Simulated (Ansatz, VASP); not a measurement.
## TePt3: VASP beside Ansatz

```
CELL_PARAMETERS angstrom
4.12393 0.00000 0.00000
0.00000 4.12393 0.00000
0.00000 0.00000 4.15421
ATOMIC_POSITIONS crystal
Te 0.00000 0.00000 0.00000
Pt 0.00000 0.50000 0.50000
Pt 0.50000 0.00000 0.50000
Pt 0.50000 0.50000 0.00000
```

Change from the starting cell: species swapped into the CdAu3 type (P4/mmm, No. 123).

Alike in both runs: functional PBE; k mesh 4 × 4 × 4; occupations gaussian, width 0.1 eV; no spin polarisation.

Ansatz relaxed the structure, and its values are those at the end. VASP's run is a single point on that final structure, the one shown.

```csv
,VASP,Ansatz
version,VASP 6.6.1,Ansatz 0.2.0
potentials or method,"VASP PAW PBE potentials, release 64 (Te, Pt)","scalar-relativistic, plane waves, PAW"
plane-wave cutoff (eV),520,420
valence electrons in the cell,36,70
```

|  | VASP | Ansatz | Ansatz less VASP |
| --- | --- | --- | --- |
| gap on the k mesh at the Fermi level (eV) | none | none | - |
| pressure (GPa) | -0.4 | -0.1 | +0.35 |

A gap of «none» marks a metal or a gap that the smearing closes. The two sets of potentials don't hold the same shells in valence.

Caveats: the k mesh is coarse (spacing up to 0.38 Å⁻¹), so the values aren't converged. The runs have no spin-orbit coupling, so splittings on Pt, Te are missing.
